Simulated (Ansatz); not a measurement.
Here is an Ansatz 0.2.0 calculation.

The input input.yaml:

```yaml
crystal:
  lattice:
    - [3.784322, 0.0, 0.0]
    - [0.0, 3.784322, 0.0]
    - [0.0, 0.0, 3.784322]
  atoms:
    - { symbol: Pb, position: [0.0, 0.0, 0.0] }
    - { symbol: Se, position: [0.5, 0.5, 0.5] }
hamiltonian:
  xc: pbe
  pseudopotentials: { kind: paw }
kpoints:
  mp_grid: { grid: [7, 7, 7] }
scf:
  occupations: { method: gaussian, width: 0.015 }
output:
  forces: true
  stress: true
  eigenvalues: true
  write_density: true
  write_potential: true
  elf: true
  volumetric_format: npy
```

Potentials or basis: Ansatz PAW.

The run is started by

```console
$ ansatz run input.yaml --threads 2 --pin off --max-ram 5632MiB --backend cpu --events-out ev --progress --plain --runs-dir out
```

(1) What does it give for the band gap on the k mesh?

(2) What does it give for the pressure?

## Answers

(1) none (metal or under the smearing width).

(2) -0.2 GPa.
